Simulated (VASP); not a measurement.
# What goes wrong when the modes of CuI (Marshite) are computed with a bad input, part 2 of 2

Aim: see how common mistakes in a phonon run show up, on CuI (Marshite). The starting structure is a measured crystal structure from the Crystallography Open Database.

VASP 6.6.1.

Results so far: reference T2 156.7 cm⁻¹.

The database entry behind the starting cell differs from later determinations by our own check (about 0.15 % long (mineral sample)), so it need not match the best structure at ambient conditions.

### Step 3. Modes with finite displacements, else as the reference

Level of this step: LDA; plane waves and PAW (I, Cu) (VASP).

Against step 2 the input has IBRION = 6, NFREE = 2, POTIM = 0.015 and no LEPSILON (also changed: NSW).

INCAR

```
SYSTEM = CuI
PREC = Accurate
ENCUT = 450
EDIFF = 1E-08
NELM = 100
ISMEAR = 0
SIGMA = 0.03
LREAL = .FALSE.
ALGO = Normal
GGA = CA
NBANDS = 15
LORBIT = 11
LWAVE = .FALSE.
LCHARG = .FALSE.
KPAR = 4
IBRION = 6
NFREE = 2
POTIM = 0.015
NSW = 1
ISIF = 2
```

POSCAR

```
CuI
1.0
    0.0000000000      2.9304679866      2.9304679866
    2.9304679866      0.0000000000      2.9304679866
    2.9304679866      2.9304679866      0.0000000000
I Cu
1 1
Direct
    0.0000000000      0.0000000000      0.0000000000
    0.7500000000      0.7500000000      0.7500000000
```

KPOINTS

```
Automatic mesh
0
Gamma
10 10 10
0 0 0
```

The projector-augmented-wave data sets are I and Cu (LDA family, release 64).

On the command line:

```
$ mpirun -np 4 vasp_std
```

The program printed:

```text
[... set-up lines as in an earlier step ...]
 entering main loop
       N       E                     dE             d eps       ncg     rms          rms(c)
[... 18 cycles as in an earlier step ...]
   1 F= -.69962417E+01 E0= -.69962417E+01  d E =-.799759E-21
[...]
2 F= -.69958154E+01 E0= -.69958154E+01  d E =-.745041E-21
[...]
3 F= -.69958154E+01 E0= -.69958154E+01  d E =-.758362E-21
[...]
4 F= -.69958160E+01 E0= -.69958160E+01  d E =-.765687E-21
[...]
5 F= -.69958160E+01 E0= -.69958160E+01  d E =-.764365E-21
 Finite differences progress:
  Degree of freedom:   2/  2
  Displacement:        2/  2
  Total:               4/  4
```

Wall time 1.9 min (4 MPI ranks of AMD EPYC 7R43, shared host); peak memory 1 GiB.

From OUTCAR (step 3):

```text
  Total       -0.0033605     -0.0019734     -0.0019734      0.0000000     -0.0783590      0.0000000
  in kB       -0.1069717     -0.0628196     -0.0628196      0.0000000     -2.4943560      0.0000000
  external PRESSURE =      -0.0775370 kB  Pullay stress =       0.0000000 kB

 POSITION                                       TOTAL-FORCE (eV/Angst)
 -----------------------------------------------------------------------------------
      0.00000      0.00000      0.00000        -0.056627      0.000000      0.000000
      4.38070      4.39570      4.39570         0.056627      0.000000      0.000000
 -----------------------------------------------------------------------------------
    total drift:                               -0.000649     -0.000002     -0.000002

  FREE ENERGIE OF THE ION-ELECTRON SYSTEM (eV)
  ---------------------------------------------------
  free  energy   TOTEN  =        -6.9958159800 eV

  energy  without entropy=       -6.9958159800  energy(sigma->0) =       -6.99581598

[... 2 parts as in an earlier step ...]

[... 1 further part left out ...]
[key lines of the parts left out:]
E-fermi :   5.5385
```

The last energy, forces and stress in OUTCAR belong to the last displaced cell, not to that of POSCAR.

With finite displacements, else as the reference the mode is T2 155.8 cm⁻¹, -0.9 cm⁻¹ from the reference.

### Step 4. Modes with a cutoff far too low

A slip made on purpose: a cutoff far too low. Against step 2 the input has ENCUT = 160 (also changed: NELM).

INCAR

```
SYSTEM = CuI
PREC = Accurate
ENCUT = 160
EDIFF = 1E-08
NELM = 60
ISMEAR = 0
SIGMA = 0.03
LREAL = .FALSE.
ALGO = Normal
GGA = CA
NBANDS = 15
LORBIT = 11
LWAVE = .FALSE.
LCHARG = .FALSE.
KPAR = 4
IBRION = 8
LEPSILON = .TRUE.
ISIF = 2
```

POSCAR is that of step 3.

KPOINTS is that of step 3.

On the command line:

```
$ mpirun -np 4 vasp_std
```

The program printed:

```text
[... set-up lines as in an earlier step ...]
 entering main loop
       N       E                     dE             d eps       ncg     rms          rms(c)
DAV:   1     0.516768928459E+02    0.51677E+02   -0.38554E+03  1504   0.407E+02
DAV:   2     0.500656754146E+01   -0.46670E+02   -0.42620E+02  1711   0.122E+02
DAV:   3     0.407833344007E+01   -0.92823E+00   -0.92493E+00  1690   0.184E+01
DAV:   4     0.407269309992E+01   -0.56403E-02   -0.56398E-02  1753   0.165E+00
[...]
DAV:  17     0.786998931645E+01    0.19412E-06   -0.18660E-07  1937   0.631E-03    0.465E-03
DAV:  18     0.786998931021E+01   -0.62398E-08   -0.10519E-07  2081   0.338E-03    0.158E-03
DAV:  19     0.786998930620E+01   -0.40059E-08   -0.11165E-08   842   0.166E-03
   1 F= 0.78699893E+01 E0= 0.78699893E+01  d E =-.117475E-10
 Linear response reoptimize wavefunctions to high precision
DAV:   1     0.786998931011E+01    0.39081E-08   -0.30102E-09  1504   0.383E-04
DAV:   2     0.786998931008E+01   -0.32742E-10   -0.41801E-11   782   0.382E-05
 Linear response G [H, r] |phi>, progress :
  Direction:   1
[...]
RMM:   9    -0.777671643980E-01    0.22230E-08   -0.20448E-09  9089   0.437E-05    0.168E-05
 first order change of Fermi-energy   0.27418E-03
 force on displaced ion       1 direction 1 :  -5.181  -0.000  -0.000
 Born effective charge ion    1 direction 1 :  -0.983   0.000   0.000
 Linear response progress:
  Degree of freedom:   2/  2
       N       E                     dE             d eps       ncg     rms          rms(c)
RMM:   1    -0.443492710914E+00   -0.44349E+00   -0.74745E-02  8401   0.169E+00
RMM:   2    -0.441243996526E+00    0.22487E-02   -0.13445E-03  7859   0.248E-01    0.386E-01
RMM:   3    -0.441894795147E+00   -0.65080E-03   -0.36745E-04  8301   0.127E-01    0.233E-01
RMM:   4    -0.444368577722E+00   -0.24738E-02   -0.56895E-04  7948   0.161E-01    0.167E-02
[...]
RMM:  11    -0.444530430397E+00   -0.22189E-07   -0.80591E-10  8111   0.221E-05    0.496E-06
RMM:  12    -0.444530447269E+00   -0.16872E-07   -0.49437E-10  7472   0.180E-05    0.111E-06
RMM:  13    -0.444530454638E+00   -0.73682E-08    0.15345E-09  4307   0.158E-05    0.136E-07
 first order change of Fermi-energy  -0.54149E-04
 force on displaced ion       2 direction 1 :  -5.465   0.000   0.000
 Born effective charge ion    2 direction 1 :   2.282   0.000   0.000
 Born effective charges drift removed
 Linear response finished
```

It took 64 s on 4 MPI ranks; peak memory 0.54 GiB; 4.2 min of CPU time.

From OUTCAR (step 4):

```text
  Total     -108.8812427   -108.8812427   -108.8812427      0.0000000      0.0000000     -0.0000000
  in kB    -3465.9533402  -3465.9533402  -3465.9533402      0.0000000      0.0000000     -0.0000000
  external PRESSURE =   -3465.9533402 kB  Pullay stress =       0.0000000 kB

 POSITION                                       TOTAL-FORCE (eV/Angst)
 -----------------------------------------------------------------------------------
      0.00000      0.00000      0.00000        -0.000000     -0.000000      0.000000
      4.39570      4.39570      4.39570         0.000000      0.000000     -0.000000
 -----------------------------------------------------------------------------------
    total drift:                               -0.000009     -0.000009     -0.000020

 MACROSCOPIC STATIC DIELECTRIC TENSOR (including local field effects in DFT)
 ------------------------------------------------------
           5.907446     0.000000    -0.000000
           0.000000     5.907446     0.000000
          -0.000000    -0.000000     5.907446
 ------------------------------------------------------

 MACROSCOPIC STATIC DIELECTRIC TENSOR IONIC CONTRIBUTION
 ------------------------------------------------------
           1.799549     0.000000     0.000000
           0.000000     1.799549     0.000000
           0.000000     0.000000     1.799549
 ------------------------------------------------------

[... 1 part as in an earlier step ...]

[... 1 further part left out ...]
```

With a cutoff far too low the mode is T2 185.7 cm⁻¹, +29.0 cm⁻¹ from the reference.

### Step 5. Modes with perturbation theory asked for with a meta-GGA

A slip made on purpose: perturbation theory asked for with a meta-GGA. Against step 2 the input has METAGGA = R2SCAN, LASPH = .TRUE. and no GGA (also changed: NELM).

Changes to INCAR since step 4:

```diff
@@ -2,3 +2,3 @@
 PREC = Accurate
-ENCUT = 160
+ENCUT = 450
 EDIFF = 1E-08
@@ -9,3 +9,2 @@
 ALGO = Normal
-GGA = CA
 NBANDS = 15
@@ -18 +17,3 @@
 ISIF = 2
+METAGGA = R2SCAN
+LASPH = .TRUE.
```

POSCAR is that of step 4.

KPOINTS is that of step 4.

On the command line:

```
$ mpirun -np 4 vasp_std
```

The program printed:

```text
[banner, memory and clock lines left out]
running    4 mpi-ranks, on    1 nodes
[...]
|                                                                             |
|               ----> ADVICE to this user running VASP <----                  |
|                                                                             |
|     You enforced a specific xc type in the INCAR file but a different       |
|     [... a line on the potential file left out ...]
|     I HOPE YOU KNOW WHAT YOU ARE DOING!                                     |
|                                                                             |

 LDA part: xc-table for (None), standard interpolation
 POSCAR, INCAR and KPOINTS ok, starting setup
[...]
entering main loop
       N       E                     dE             d eps       ncg     rms          rms(c)
DAV:   1    -0.477284540478E+03   -0.47728E+03   -0.72003E+03  1417   0.122E+03
DAV:   2    -0.571702865896E+03   -0.94418E+02   -0.86578E+02  1501   0.242E+02
[...]
1 F= -.57445299E+03 E0= -.57445299E+03  d E =-.241419E-12
|                                                                             |
|     EEEEEEE  RRRRRR   RRRRRR   OOOOOOO  RRRRRR      ###     ###     ###     |
|     E        R     R  R     R  O     O  R     R     ###     ###     ###     |
|     E        R     R  R     R  O     O  R     R     ###     ###     ###     |
|     EEEEE    RRRRRR   RRRRRR   O     O  RRRRRR       #       #       #      |
|     E        R   R    R   R    O     O  R   R                               |
|     E        R    R   R    R   O     O  R    R      ###     ###     ###     |
|     EEEEEEE  R     R  R     R  OOOOOOO  R     R     ###     ###     ###     |
|                                                                             |
|     You have switched on METAGGA and linear-response routines. This         |
|     combination is currently not supported. If you have selected            |
|     LEPSILON=.TRUE., you can try using LCALCEPS=.TRUE. instead. In all      |
|     other cases, VASP will stop. SOOO sorry...                              |
|                                                                             |
|       ---->  I REFUSE TO CONTINUE WITH THIS SICK JOB ... BYE!!! <----       |
|                                                                             |

1
1
1
1
```

The job ended after 91 s (4 MPI ranks).

VASP stopped with this message: “You have switched on METAGGA and linear-response routines. This combination is currently not supported. If you have selected LEPSILON=.TRUE., you can try using LCALCEPS=.TRUE. instead”.

### Step 6. Modes with a k mesh far too coarse

A slip made on purpose: a k mesh far too coarse. Against step 2 the input has a 2×2×2 mesh (also changed: NELM and KPAR).

Changes to INCAR since step 5:

```diff
@@ -9,2 +9,3 @@
 ALGO = Normal
+GGA = CA
 NBANDS = 15
@@ -13,3 +14,2 @@
 LCHARG = .FALSE.
-KPAR = 4
 IBRION = 8
@@ -17,3 +17 @@
 ISIF = 2
-METAGGA = R2SCAN
-LASPH = .TRUE.
```

POSCAR is that of step 5.

KPOINTS

```
Automatic mesh
0
Gamma
2 2 2
0 0 0
```

On the command line:

```
$ mpirun -np 4 vasp_std
```

The program printed:

```text
[banner, memory and clock lines left out]
running    4 mpi-ranks, on    1 nodes
[...]
LDA part: xc-table for (Slater(with rela. corr.)+CA(PZ))
 , standard interpolation
|                                                                             |
|           W    W    AA    RRRRR   N    N  II  N    N   GGGG   !!!           |
|           W    W   A  A   R    R  NN   N  II  NN   N  G    G  !!!           |
|           W    W  A    A  R    R  N N  N  II  N N  N  G       !!!           |
|           W WW W  AAAAAA  RRRRR   N  N N  II  N  N N  G  GGG   !            |
|           WW  WW  A    A  R   R   N   NN  II  N   NN  G    G                |
|           W    W  A    A  R    R  N    N  II  N    N   GGGG   !!!           |
|                                                                             |
|     The number of bands has been changed from the values supplied in        |
|     The orbitals not found in the WAVECAR file will be initialized with     |
|     random numbers, which is usually adequate. For correlated               |
[...]
RMM:  13    -0.806883444252E-01   -0.40527E-08    0.17085E-10   306   0.130E-05    0.684E-06
 first order change of Fermi-energy   0.75829E-01
 force on displaced ion       1 direction 1 :  -3.707  -0.000  -0.000
 Born effective charge ion    1 direction 1 :  -8.628   0.000   0.000
 Linear response progress:
  Degree of freedom:   2/  2
       N       E                     dE             d eps       ncg     rms          rms(c)
RMM:   1    -0.247384855113E+00   -0.24738E+00   -0.13391E-01   227   0.467E+00
RMM:   2    -0.246461269177E+00    0.92359E-03   -0.62059E-03   225   0.109E+00    0.950E-02
RMM:   3    -0.246900523551E+00   -0.43925E-03   -0.10144E-03   263   0.260E-01    0.504E-02
RMM:   4    -0.247166417430E+00   -0.26589E-03   -0.96299E-05   284   0.722E-02    0.957E-03
[...]
RMM:  12    -0.247229719527E+00    0.53108E-07   -0.10321E-09   283   0.549E-05    0.177E-05
RMM:  13    -0.247229735233E+00   -0.15707E-07    0.50100E-10   285   0.229E-05    0.127E-05
RMM:  14    -0.247229732327E+00    0.29060E-08   -0.14133E-10   284   0.842E-06    0.107E-06
 first order change of Fermi-energy  -0.75830E-01
 force on displaced ion       2 direction 1 :  -3.750   0.000   0.000
 Born effective charge ion    2 direction 1 :   3.428   0.000   0.000
 Born effective charges drift removed
 Linear response finished
```

The job ended after 25 s (4 MPI ranks; peak memory 0.37 GiB).

Parts of OUTCAR (step 6):

```text
  Total        1.8447797      1.8447797      1.8447797      0.0000000      0.0000000     -0.0000000
  in kB       58.7237999     58.7237999     58.7237999      0.0000000      0.0000000     -0.0000000
  external PRESSURE =      58.7237999 kB  Pullay stress =       0.0000000 kB

 MACROSCOPIC STATIC DIELECTRIC TENSOR (including local field effects in DFT)
 ------------------------------------------------------
          33.204309     0.000000    -0.000000
          -0.000000    33.204309     0.000000
          -0.000000    -0.000000    33.204309
 ------------------------------------------------------

 MACROSCOPIC STATIC DIELECTRIC TENSOR IONIC CONTRIBUTION
 ------------------------------------------------------
          35.033347    -0.000000    -0.000000
          -0.000000    35.033347    -0.000000
          -0.000000    -0.000000    35.033347
 ------------------------------------------------------

[... 2 parts as in an earlier step ...]

[... 1 further part left out ...]
```

With a k mesh far too coarse the mode is T2 154.9 cm⁻¹, -1.8 cm⁻¹ from the reference.

### Step 7. Modes with a loose electronic threshold

A slip made on purpose: a loose electronic threshold. Against step 2 the input has EDIFF = 1E-04, IBRION = 6, NFREE = 2, POTIM = 0.015 and no LEPSILON (also changed: NELM and NSW).

INCAR

```
SYSTEM = CuI
PREC = Accurate
ENCUT = 450
EDIFF = 1E-04
NELM = 60
ISMEAR = 0
SIGMA = 0.03
LREAL = .FALSE.
ALGO = Normal
GGA = CA
NBANDS = 15
LORBIT = 11
LWAVE = .FALSE.
LCHARG = .FALSE.
KPAR = 4
IBRION = 6
NFREE = 2
POTIM = 0.015
NSW = 1
ISIF = 2
```

POSCAR is that of step 6.

KPOINTS

```
Automatic mesh
0
Gamma
10 10 10
0 0 0
```

On the command line:

```
$ mpirun -np 4 vasp_std
```

The program printed:

```text
[... set-up lines as in an earlier step ...]
 entering main loop
       N       E                     dE             d eps       ncg     rms          rms(c)
[... 9 cycles as in an earlier step ...]
DAV:  10    -0.699641322057E+01   -0.19307E-04   -0.64216E-04  1732   0.176E-01
   1 F= -.69964132E+01 E0= -.69964132E+01  d E =-.125446E-17
[...]
2 F= -.69958158E+01 E0= -.69958158E+01  d E =-.546343E-21
[...]
3 F= -.69958193E+01 E0= -.69958193E+01  d E =-.744245E-21
[...]
4 F= -.69958704E+01 E0= -.69958704E+01  d E =-.161187E-21
[...]
5 F= -.69958833E+01 E0= -.69958833E+01  d E =-.656487E-21
 Finite differences progress:
  Degree of freedom:   2/  2
  Displacement:        2/  2
  Total:               4/  4
```

Elapsed: 61 s, on 4 MPI ranks; peak memory 1.1 GiB; 4 min of CPU time.

OUTCAR, selected parts (step 7):

```text
  Total        0.0678813      0.0697677      0.0697677      0.0000000     -0.1067337      0.0000000
  in kB        2.1608256      2.2208755      2.2208755      0.0000000     -3.3975919      0.0000000
  external PRESSURE =       2.2008588 kB  Pullay stress =       0.0000000 kB

 POSITION                                       TOTAL-FORCE (eV/Angst)
 -----------------------------------------------------------------------------------
      0.00000      0.00000      0.00000        -0.055846     -0.000000     -0.000000
      4.38070      4.39570      4.39570         0.055846      0.000000      0.000000
 -----------------------------------------------------------------------------------
    total drift:                               -0.004994      0.000058      0.000058

  FREE ENERGIE OF THE ION-ELECTRON SYSTEM (eV)
  ---------------------------------------------------
  free  energy   TOTEN  =        -6.9958832743 eV

  energy  without entropy=       -6.9958832743  energy(sigma->0) =       -6.99588327

[... 2 parts as in an earlier step ...]

[... 1 further part left out ...]
[key lines of the parts left out:]
E-fermi :   5.5383
```

With a loose electronic threshold the mode is T2 160.0 cm⁻¹, +4.2 cm⁻¹ from finite displacements, else as the reference.

### Step 8. Comparison

```
                                          run            ended     T2                method  core minutes
                                    reference        converged  156.7   perturbation theory          17.0
  finite displacements, else as the reference        converged  155.8  finite displacements           7.8
                         a cutoff far too low        converged  185.7   perturbation theory          4.27
perturbation theory asked for with a meta-GGA  stopped by VASP      -   perturbation theory          6.07
                      a k mesh far too coarse        converged  154.9   perturbation theory          1.67
                 a loose electronic threshold        converged  160.0  finite displacements          4.07
```

Modes are in cm⁻¹, degenerate ones as one, matched between runs by symmetry and order. A number in brackets counts the listed modes of one symmetry from the lowest. The symmetry labels come from an automatic analysis and can be wrong where levels nearly coincide. Core minutes are wall time times ranks of the run shown, on a shared host.

### Step 9. Results

```yaml
t2_reference: 156.7 cm⁻¹
t2_finite_displacements_else_as_the_reference: 155.8 cm⁻¹
t2_a_cutoff_far_too_low: 185.7 cm⁻¹
t2_a_k_mesh_far_too_coarse: 154.9 cm⁻¹
t2_a_loose_electronic_threshold: 160.0 cm⁻¹
run_with_perturbation_theory_asked_for_with_a_meta_gga: stopped by VASP
```

What this shows: VASP stopped by itself in the run with perturbation theory asked for with a meta-GGA. Finished, but with signs in the output that stand out against the reference: a cutoff far too low, with modes off by up to +29 cm⁻¹, in T2 (signs: a pressure of -346.6 GPa on the undisplaced cell); a k mesh far too coarse, with modes off by up to -1.8 cm⁻¹, in T2 (signs: a pressure of 5.9 GPa on the undisplaced cell); a loose electronic threshold, with modes off by up to +4.2 cm⁻¹, in T2 (signs: a pressure of -4.0 GPa on the undisplaced cell). Runs with finite displacements are held against the sound run of that kind. The reference (perturbation theory) and the sound run with finite displacements differ by -0.9 cm⁻¹ in T2 themselves, and which lies nearer isn't tested. The dielectric constants and Born charges in the logs aren't compared here; at a small gap they can be far off, and in a run without a gap they mean nothing. The frequencies are harmonic, and the splitting of polar modes by their long-range field is left out. Further runs on this material are not shown.

[Lines on the potential files, build, host, timing and source positions are cut from VASP's logs without a mark.]

[Logs are printed without paths, hosts, clocks, repeated set-up lines and the standing remarks that a program may print on its own settings, such as how far it seeks lower states.]

[Hosts, paths, dates, database ids (printed as entryN), source tags and the programs' standing remarks are cut or masked in the printed files.]
